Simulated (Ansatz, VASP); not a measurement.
This is a calculation of Ge for Ansatz 0.2.0.

input.yaml

```yaml
crystal:
  lattice:
    - [0.0, 2.82891, 2.82891]
    - [2.82891, 0.0, 2.82891]
    - [2.82891, 2.82891, 0.0]
  atoms:
    - { symbol: Ge, position: [0.75, 0.75, 0.75] }
    - { symbol: Ge, position: [0.5, 0.5, 0.5] }
kpoints:
  mp_grid: { grid: [8, 8, 8] }
scf:
  occupations: { method: fermi_dirac, width: 0.05 }
hamiltonian:
  xc: lda
  pseudopotentials: { kind: all_electron, lapw: { basis_error: 0.001 } }
output:
  forces: true
  stress: true
  eigenvalues: true
```

Potentials or basis: all-electron LAPW, scalar-relativistic.

Command:

```bash
$ ansatz run input.yaml --threads 1 --pin off --max-ram 3072MiB --backend cpu --events-out ev --progress --plain --runs-dir out
```

**Question.** Translate it to VASP 6.6.1. Potentials there: VASP PAW LDA potentials, release 64 (Ge_d).

**Answer.** As run (the cutoff follows the program's own potentials):

INCAR

```
SYSTEM = Ge
ALGO = Normal ; EDIFF = 1E-7
ENCUT = 520 ; ISIF = 2
ISMEAR = -1 ; LASPH = .True.
LCHARG = .False. ; LREAL = .False.
LWAVE = .False. ; NBANDS = 21
NELM = 80 ; PREC = Accurate
SIGMA = 0.05
```

Contents of KPOINTS:

```
k-points
0
Gamma
  8 8 8
  0 0 0
```

Contents of POSCAR:

```
Ge
1.0
    0.0000000000      2.8289100000      2.8289100000
    2.8289100000      0.0000000000      2.8289100000
    2.8289100000      2.8289100000      0.0000000000
Ge
2
Direct
    0.7500000000      0.7500000000      0.7500000000
    0.5000000000      0.5000000000      0.5000000000
```

Potentials or basis: VASP PAW LDA potentials, release 64 (Ge_d).

Launch:

```console
$ cat potpaw_LDA.64/Ge_d/POTCAR > POTCAR
$ mpirun -np 1 vasp_std > vasp.out
```

Both were run:

|  | VASP | Ansatz | Ansatz less VASP |
| --- | --- | --- | --- |
| gap on the k mesh at the Fermi level (eV) | none | none | - |
| pressure (GPa) | -1.1 | -1.3 | -0.16 |

A gap of «none» marks a metal or a gap that the smearing closes. Ansatz ran all-electron here, so the differences hold the error of VASP's frozen core and of both bases.
